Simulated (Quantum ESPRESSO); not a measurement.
## BeTe: zone-centre phonons and dielectric response under several settings

```
CELL_PARAMETERS angstrom
0.00000 2.77000 2.77000
2.77000 0.00000 2.77000
2.77000 2.77000 0.00000
ATOMIC_POSITIONS crystal
Te 0.75000 0.75000 0.75000
Be 0.00000 0.00000 0.00000
```

All runs used Quantum ESPRESSO 7.5; k mesh 4 × 4 × 4, shifted; relaxed cell; no spin polarisation; occupations smeared at first, fixed for the response.

```tsv
level	potentials	cutoff (eV)	volume (Å³/atom)	pressure (GPa)	lowest optical mode without the field (cm⁻¹)	highest mode with the field (cm⁻¹)	ε∞ (mean)	ε0 (mean)	Born charge of atom 1 (e)	sum of the Born charges (e)
PBEsol	GBRV 1.5 PBEsol	612	?	0.0	?	?	?	?	?	?
PBE	JTH 2.0 PBE	490	22.66	0.2	460	494	7.56	8.7	-1.39	0.00
```

**Question.** What stands in the row left open?

**Answer.** Volume 22.07 Å³/atom; lowest optical mode without the field 475 cm⁻¹; highest mode with the field 505 cm⁻¹; ε∞ 7.73; ε0 8.8; Born charge of atom 1 -1.33 e; sum of the Born charges -0.02 e.

Caveats: the cutoff is low for these files, which shifts pressure and relaxed volume (some runs).

For the row left open. Caveat: the k mesh is coarse.
